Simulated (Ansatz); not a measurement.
BaTiO3: reading a single point

```
CELL_PARAMETERS angstrom
-3.97083 0.00000 0.00000
0.00000 -2.82646 2.83468
0.00000 5.65292 5.66936
ATOMIC_POSITIONS crystal
Ba 0.00000 0.00000 0.00000
Ba 0.00000 0.00000 0.50000
Ti 0.50000 0.51240 0.25620
Ti 0.50000 0.51240 0.75620
O 0.00000 0.48740 0.24370
O 0.00000 0.48740 0.74370
O 0.50000 0.99184 0.25262
O 0.50000 0.99184 0.75262
O 0.50000 0.50524 0.49592
O 0.50000 0.50524 0.99592
```

Single point in Ansatz 0.2.0 with r2SCAN, with U = 2.48 eV and J = 0.88 eV on Ti d (all-electron-ortho-atomic projectors), no spin polarisation. Cutoff 500 eV, PAW datasets, 7×6×3 Γ-centred k mesh, fermi-dirac filling (width 0.1 eV).

(1) What is the character of the valence top and the conduction bottom?

(2) Is there a gap, and of what kind?

(3) What do density and ELF say about some of the short contacts?

(4) Which atom feels the largest force, and which way?

(5) What does the stress say?

Origin: a database entry at a rescaled volume.

Results:

(1) Within 0.7 eV of the edges, the states project mainly on O p (94 %) below the gap and on Ti d (89 %) above it.

(2) The gap is 2.47 eV, indirect (the least direct gap found is 2.66 eV).

(3) Ti–O at 1.92 Å: least valence density 0.78 e/Å³ and ELF 0.22 there. Ba–O at 2.76 Å: least valence density 0.19 e/Å³ and ELF 0.09 there, a closed-shell (ionic or weak) contact. Both are smooth PAW fields, read partly inside the augmentation spheres.

(4) The largest is on O5 (and as large on other atoms): 0.26 eV/Å, components (0.00, 0.00, 0.26). It makes 86° with the line to a nearest neighbour, Ti3 at 1.99 Å.

(5) The pressure is 1.6 GPa (compression positive), so with the atoms held at these fractions the cell would first expand.
